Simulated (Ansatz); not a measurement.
**ZnSe (Stilleite) under changes of volume**

One of the cells (22.757 Å³/atom); the others are scaled copies at fixed shape and fractional positions:

```
Se Zn
1.0
     0.00000    2.83380    2.83380
     2.83380    0.00000    2.83380
     2.83380    2.83380    0.00000
Se Zn
1 1
Direct
  0.75000 0.75000 0.75000
  0.00000 0.00000 0.00000
```

| Property | Result |
| --- | --- |
| Program | Ansatz 0.2.0 |
| Functional | r2SCAN50 |
| Potentials or basis | Ansatz PAW |
| Cutoff | 500 eV (not typed: the program's choice for these potentials) |
| k mesh | 4 × 4 × 4 |
| Occupations | fermi-dirac, width 0.05 eV |
| Spin | no spin polarisation |

```csv
volume (Å³/atom),energy over the lowest point (meV/atom),pressure (GPa),gap on the mesh (eV)
21.391,19.42,4.9,5.40
21.846,8.25,3.0,5.29
22.301,?,?,?
22.757,0.00,0.0,5.07
23.212,2.06,-1.4,4.97
23.667,7.63,-2.5,4.86
24.122,16.40,-3.6,4.77
```

Question: What does the run at 22.301 Å³/atom give?

Answer: Energy over the lowest point 1.95 meV/atom; pressure 1.4 GPa; gap on the mesh 5.18 eV.

Worked out: A Birch-Murnaghan fit of order 3 (a polynomial in V^(-2/3)) to the other rows has its minimum at 22.74 Å³/atom with B0 = V·E''(V) = 70 GPa and B' = 4.3. It gives 1.94 meV/atom at 22.301 Å³/atom, against the run's 1.95, and -dE/dV = 1.4 GPa, against 1.4. A straight line through the other rows of the gap, of slope -5.28 eV per unit of ln V (its deformation potential), gives 5.18 eV, against the run's 5.18.

Energies are extrapolated to zero smearing.

Caveats: all runs use coarse meshes; the PAW data sets come from PBE, with cores solved anew for the run's functional, which leaves a small shift of forces and pressure; the thresholds are loose for stress.

Spin-orbit coupling on Se is left out.
